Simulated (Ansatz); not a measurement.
Reactions of C$_{10}$H$_{20}$, SMILES `C=CCCCCCCCC`.

Computed with Ansatz on PBE0-D4/def2-TZVP structures; ΔE is electronic, products minus reactants. CCSD(T)/CBS adds triple-zeta CCSD(T) − MP2 to the extrapolated MP2 energy (def2 sets, frozen cores). This one scheme is used for every species, atoms too. DFT in def2-TZVPP. No spin–orbit coupling; open shells (•) take unrestricted orbitals. Spin–orbit coupling would lower the free atoms: a little for C. def2 core potentials past Kr. For Te outer-core shells are correlated without core-valence functions, so the limit isn't a true one: a few kJ/mol of doubt a bond, and 10 to 20 or more in all where bonds break to atoms. Each species was taken in one conformer, which may not be the lowest.

```
                                                  reaction  CCSD(T)/CBS(def2) (eV)
                   `C=CCCCCCCCC` + H₂ → `CCCCCC` + `C=CCC`                   -0.71
                            `C=CCCCCCCCC` → `CCCCCC1CCCC1`                   -0.83
                 `C=CCCCCCCCC` + H–F → `CCCCF` + `C=CCCCC`                    0.29
`C=CCCCCCCCC` + `[AlH2][SH]` → `CCC[S][AlH2]` + `C=CCCCCC`                    0.00
             `C=CCCCCCCCC` + `CCC` → `C=CCCCCCC` + `CCCCC`                       ?
            `C=CCCCCCCCC` + H₂Te → `C=CC[TeH]` + `CCCCCCC`                       ?
                             `C=CCCCCCCCC` → 10 C• + 20 H•                  126.46
               `C=CCCCCCCCC` + `CC` → `CCCCCCCC` + `C=CCC`                       ?
           `C=CCCCCCCCC` + `CC#N` → `CCCCC#N` + `C=CCCCCC`                   -0.15
                   `C=CCCCCCCCC` + H₂ → `C=CCCC` + `CCCCC`                   -0.75
```

(1) Fill in the missing values. (An estimate is asked.)

Largest T1 diagnostic: 0.012, for `CC#N`.

Results:

(1) Computed: `C=CCCCCCCCC` + `CCC` → `C=CCCCCCC` + `CCCCC`: -0.11 eV; `C=CCCCCCCCC` + H₂Te → `C=CC[TeH]` + `CCCCCCC`: -0.24 eV; `C=CCCCCCCCC` + `CC` → `CCCCCCCC` + `C=CCC`: -0.13 eV.
